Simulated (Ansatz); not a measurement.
ZnS: random displacements

These are results of DFT r2SCAN, scalar-relativistic, plane waves, PAW in Ansatz, not measurements. The runs took a 500 eV cutoff, a Γ-centred 6×6×4 mesh and Gaussian smearing (0.05 eV). No spin polarisation. Energies are free energies at this smearing, counted from the undisturbed cell; pressure is positive in compression.

Zero of the scan (relaxed at this level):

```xyz
4
Lattice="3.8067 0.0000 0.0000 -1.9034 3.2967 0.0000 0.0000 0.0000 6.2457" Properties=species:S:1:pos:R:3 pbc="T T T"
Zn    0.0000    2.1978    0.0337
Zn    1.9034    1.0989    3.1565
S     0.0000    2.1978    2.3710
S     1.9034    1.0989    5.4938
```

The atoms are displaced (Å, in the unstrained cell):

```csv
atom,ux,uy,uz
Zn1,0.021,-0.023,-0.064
Zn2,0.035,-0.006,0.080
S3,-0.085,0.061,0.038
S4,0.029,-0.033,-0.054
```

Strain (Voigt, engineering shear): (0.0417, -0.0372, 0.0031, 0.1068, -0.0085, 0.0233).

Problem. What are the energy change, the stress and the forces?

Solution. ΔE = 91.8 meV/atom; stress (xx, yy, zz, yz, xz, xy; compression positive) (-4.71, 6.24, 1.94, -4.06, -0.56, 0.12) GPa; gap on the mesh 2.30 eV.
```csv
atom,Fx (eV/Å),Fy,Fz
Zn1,-0.08,-1.15,0.75
Zn2,-0.41,0.19,-1.06
S3,0.49,-0.44,-0.56
S4,0.00,1.39,0.87
```

Cost: 1 run of about 0.6 core-minutes, on Arm Neoverse V2 (shared hosts).